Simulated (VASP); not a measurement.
# CdS (F-43m) in VASP: a series of runs, part 2 of 2

VASP 6.6.1. Earlier steps stand in the parts before.

### 3 Born charges and dielectric tensor, LDA

Input file INCAR:

```
SYSTEM = CdS
PREC = Accurate
ENCUT = 350
EDIFF = 1E-8
ISMEAR = 0
SIGMA = 0.02
LREAL = .FALSE.
LASPH = .TRUE.
NELM = 60
ALGO = Normal
ISIF = 2
LWAVE = .FALSE.
LCHARG = .FALSE.
LEPSILON = .TRUE.
IBRION = 8
NSW = 1
```

Input file KPOINTS:

```
Automatic mesh
0
G
  6 6 6
  0 0 0
```

Input file POSCAR:

```
CdS                                     
1.0
   -0.0000000000      2.8804247941      2.8804247941
    2.8804247941      0.0000000000      2.8804247941
    2.8804247941      2.8804247941     -0.0000000000
  Cd              S             
     1     1
Direct
     0.0000000000000000    0.0000000000000000    0.0000000000000000
     0.2500000000000000    0.2500000000000000    0.2500000000000000
```

Potentials or basis: VASP PAW LDA potentials, release 64 (Cd, S).

Started as:

```console
$ cat potpaw_LDA.64/Cd/POTCAR potpaw_LDA.64/S/POTCAR > POTCAR
$ mpirun -np 1 vasp_std > vasp.out
```

OUTCAR:

```text
SYSTEM = CdS
   PREC = Accurate
   ENCUT = 350
   EDIFF = 1E-8
   ISMEAR = 0
   LREAL = .FALSE.
   LASPH = .TRUE.
   NELM = 60
   ISIF = 2
   LEPSILON = .TRUE.
   IBRION = 8
   NSW = 1

 ion  position               nearest neighbor table
   1  0.000  0.000  0.000-   2 2.49   2 2.49   2 2.49   2 2.49
   2  0.250  0.250  0.250-   1 2.49   1 2.49   1 2.49   1 2.49

  LATTYP: Found a face centered cubic cell.
 ALAT       =     5.7608495882

  Lattice vectors:

 A1 = (   0.0000000000,   2.8804247941,   2.8804247941)
 A2 = (   2.8804247941,   0.0000000000,   2.8804247941)
 A3 = (   2.8804247941,   2.8804247941,   0.0000000000)

Analysis of symmetry for initial positions (statically):
=====================================================================
 Subroutine PRICEL returns:
 Original cell was already a primitive cell.

 Routine SETGRP: Setting up the symmetry group for a
 face centered cubic supercell.

 Subroutine GETGRP returns: Found 24 space group operations
 (whereof 24 operations were pure point group operations)
 out of a pool of 48 trial point group operations.

The static configuration has the point symmetry T_d .

Analysis of symmetry for dynamics (positions and initial velocities):
=====================================================================
 Subroutine PRICEL returns:
 Original cell was already a primitive cell.

 Routine SETGRP: Setting up the symmetry group for a
 face centered cubic supercell.

 Subroutine GETGRP returns: Found 24 space group operations
 (whereof 24 operations were pure point group operations)
 out of a pool of 48 trial point group operations.

The dynamic configuration has the point symmetry T_d .

 Subroutine INISYM returns: Found 24 space group operations
 (whereof 24 operations are pure point group operations),
 and found     1 'primitive' translations

----------------------------------------------------------------------------------------

                                     Primitive cell

  volume of cell :      47.7969

  direct lattice vectors                    reciprocal lattice vectors
     0.000000000  2.880424794  2.880424794    -0.173585508  0.173585508  0.173585508
     2.880424794  0.000000000  2.880424794     0.173585508 -0.173585508  0.173585508
     2.880424794  2.880424794  0.000000000     0.173585508  0.173585508 -0.173585508

  length of vectors
     4.073535809  4.073535809  4.073535809     0.300658919  0.300658919  0.300658919

  position of ions in fractional coordinates (direct lattice)
     0.000000000  0.000000000  0.000000000
     0.250000000  0.250000000  0.250000000

  ion indices of the primitive-cell ions
   primitive index   ion index
                 1           1
                 2           2
[... 432 lines left out ...]
    -0.00012 -0.67213  0.00000
    -0.67213 -0.00012  0.00000
     0.00000  0.00000 -0.00025

--------------------------------------- Ionic step        4  -------------------------------------------

------------------------ aborting loop because EDIFF is reached ----------------------------------------

[... ionic steps 5 to 6 ...]

--------------------------------------- Ionic step        7  -------------------------------------------

 Free energy of the ion-electron system (eV)
  ---------------------------------------------------
  ---------------------------------------------------
  free energy    TOTEN  =        -0.10572257 eV

  energy without entropy =       -0.10572257

------------------------ aborting loop because EDIFF is reached ----------------------------------------

 INTERNAL STRAIN TENSOR  FOR ION    2  DIRECTION 1   (eV/Angst):
 -----------------------------------------------------------------------------
     0.01856  0.00000  0.00000
     0.00000 -0.00477 -7.35328
     0.00000 -7.35328 -0.00477

 MACROSCOPIC STATIC DIELECTRIC TENSOR (including local field effects in DFT)
 ------------------------------------------------------
           8.728088    -0.000000    -0.000000
          -0.000000     8.728088    -0.000000
           0.000000     0.000000     8.728088
 ------------------------------------------------------

 PIEZOELECTRIC TENSOR (including local field effects)  for field in x, y, z        (e  Angst)
          XX          YY          ZZ          XY          YZ          ZX
  --------------------------------------------------------------------------------
  x     0.00000    -0.00000    -0.00000     0.00000    -2.02943     0.00000
  y    -0.00000     0.00000     0.00000     0.00000     0.00000    -2.02943
  z     0.00000     0.00000     0.00000    -2.02943     0.00000     0.00000

 PIEZOELECTRIC TENSOR (including local field effects)  for field in x, y, z        (C/m^2)
          XX          YY          ZZ          XY          YZ          ZX
  --------------------------------------------------------------------------------
  x     0.00000    -0.00000    -0.00000     0.00000    -0.68028     0.00000
  y    -0.00000     0.00000     0.00000     0.00000     0.00000    -0.68028
  z     0.00000     0.00000     0.00000    -0.68028     0.00000     0.00000

 BORN EFFECTIVE CHARGES (including local field effects) (in |e|, cummulative output)
 ---------------------------------------------------------------------------------
 ion    1
    1     2.27242     0.00000     0.00000
    2     0.00000     2.27242     0.00000
    3     0.00000     0.00000     2.27242
 ion    2
    1    -2.27242     0.00000    -0.00000
    2     0.00000    -2.27242     0.00000
    3     0.00000     0.00000    -2.27242

 INTERNAL STRAIN TENSOR FOR ION    2 for displacements in x,y,z  (eV/Angst):
          X           Y           Z          XY          YZ          ZX
  --------------------------------------------------------------------------------
  x     0.00000    -0.00000    -0.00000     0.00000    -7.35328     0.00000
  y     0.00000    -0.00000     0.00000     0.00000     0.00000    -7.35328
  z    -0.00000    -0.00000     0.00000    -7.35328     0.00000     0.00000

 SECOND DERIVATIVES (NOT SYMMETRIZED)
 ------------------------------------
               1X          1Y          1Z          2X          2Y          2Z
  1X    -5.611866    0.000000    0.000000    5.611866    0.000000    0.000000
  1Y     0.000000   -5.611866    0.000000    0.000000    5.611866    0.000000
  1Z     0.000000    0.000000   -5.611866    0.000000    0.000000    5.611866
  2X     5.620682    0.000000    0.000000   -5.620682    0.000000    0.000000
  2Y     0.000000    5.620682    0.000000    0.000000   -5.620682    0.000000
  2Z     0.000000    0.000000    5.620682    0.000000    0.000000   -5.620682

 Eigenvectors and eigenvalues of the dynamical matrix
 ----------------------------------------------------

   1 f  =    7.418946 THz    46.614612 2PiTHz  247.469400 cm-1    30.682281 meV
             X         Y         Z           dx          dy          dz
      0.000000  0.000000  0.000000     0.112982    0.114950    0.442375
      1.440212  1.440212  1.440212    -0.211705   -0.215393   -0.828922
[... 21 lines left out ...]
   6 f/i=    0.002419 THz     0.015198 2PiTHz    0.080682 cm-1     0.010003 meV
             X         Y         Z           dx          dy          dz
      0.000000  0.000000  0.000000     0.074085   -0.739744   -0.474990
      1.440212  1.440212  1.440212     0.039537   -0.394783   -0.253491

--------------------------------------------------------------------------------------------------------

 MACROSCOPIC STATIC DIELECTRIC TENSOR IONIC CONTRIBUTION
 ------------------------------------------------------
           3.480928    -0.000000    -0.000000
          -0.000000     3.480928    -0.000000
          -0.000000    -0.000000     3.480928
 ------------------------------------------------------

 ELASTIC MODULI CONTR FROM IONIC RELAXATION (kBar)
 Direction    XX          YY          ZZ          XY          YZ          ZX
 --------------------------------------------------------------------------------
 XX          -0.0000      0.0000      0.0000     -0.0000      0.0000      0.0000
 YY           0.0000     -0.0000      0.0000     -0.0000     -0.0000     -0.0000
 ZZ           0.0000      0.0000     -0.0000      0.0000     -0.0000      0.0000
 XY          -0.0000     -0.0000      0.0000   -327.3671      0.0000      0.0000
 YZ           0.0000     -0.0000     -0.0000      0.0000   -327.3671      0.0000
 ZX           0.0000     -0.0000      0.0000      0.0000      0.0000   -327.3671
 --------------------------------------------------------------------------------

 PIEZOELECTRIC TENSOR IONIC CONTR  for field in x, y, z        (C/m^2)
          XX          YY          ZZ          XY          YZ          ZX
  --------------------------------------------------------------------------------
  x    -0.00000     0.00000     0.00000    -0.00000     1.00447    -0.00000
  y    -0.00000     0.00000    -0.00000    -0.00000    -0.00000     1.00447
  z     0.00000     0.00000    -0.00000     1.00447    -0.00000    -0.00000
```

stdout:

```text
POSCAR found type information on POSCAR CdS
 POSCAR found :  2 types and       2 ions
 scaLAPACK will be used
 LDA part: xc-table for (Slater(with rela. corr.)+CA(PZ))
 , standard interpolation
 POSCAR, INCAR and KPOINTS ok, starting setup
 FFT: planning ... GRIDC
 FFT: planning ... GRID_SOFT
 FFT: planning ... GRID
[... 24 lines left out ...]
 Linear response to external field, progress :
  Direction:   3
 dielectric tensor                  component  3 :     1.208     0.866     8.728
 Linear response DOF=           2
 Linear response progress:
 first order change of Fermi-energy  -0.12796E+00
 force on displaced ion       1 direction 1 :  -5.612  -0.000  -0.000
 Born effective charge ion    1 direction 1 :   2.210   0.000   0.000
 Linear response progress:
 first order change of Fermi-energy   0.12834E+00
 force on displaced ion       2 direction 1 :  -5.621   0.000   0.000
 Born effective charge ion    2 direction 1 :  -2.335   0.000   0.000
 Born effective charges drift removed
 Linear response finished
```

It took 3.3 min on 1 thread of Intel Xeon Platinum 8175M at 2.50GHz (Skylake/Cascade Lake), shared host; peak memory 0.18 GiB.

What came out:

```yaml
Band_gap_on_the_k_mesh: 0.97 eV, direct
Electronic_dielectric_tensor_diagonal: 8.73
Born_charges_mean_of_the_diagonal: Cd +2.27; S -2.27 e
Highest_phonon_frequency_at_Γ_LO-TO_splitting_left_out: 247 cm⁻¹
```

Levels at points of the mesh, in eV from the valence-band top:
| k point | band 6 | band 7 | band 8 | band 9 | band 10 | band 11 | band 12 | band 13 |
| --- | --- | --- | --- | --- | --- | --- | --- | --- |
| (0.00, 0.00, 0.00) | -7.38 | 0.00 | 0.00 | 0.00 | 0.97 | 6.35 | 6.35 | 6.35 |
| (0.50, 0.00, 0.00) | -6.96 | -4.76 | -0.83 | -0.83 | 2.83 | 6.84 | 6.84 | 7.33 |
| (0.50, 0.50, 0.00) | -6.90 | -4.23 | -2.06 | -2.06 | 3.24 | 4.20 | 9.12 | 10.77 |

Phonon frequencies in cm⁻¹ (negative: imaginary):
| q point | frequencies |
| --- | --- |
| (0.000, 0.000, 0.000) | 0 0 0 247 247 247 |

Electronic dielectric tensor:
```
8.73 0.00 0.00
0.00 8.73 0.00
0.00 0.00 8.73
```

Born effective charge tensors (e):
atom 1, Cd
```
2.27 0.00 0.00
0.00 2.27 0.00
0.00 0.00 2.27
```
atom 2, S
```
-2.27  0.00  0.00
 0.00 -2.27  0.00
 0.00  0.00 -2.27
```

Expect the measured gap to be larger: semilocal functionals such as LDA lack the derivative discontinuity.
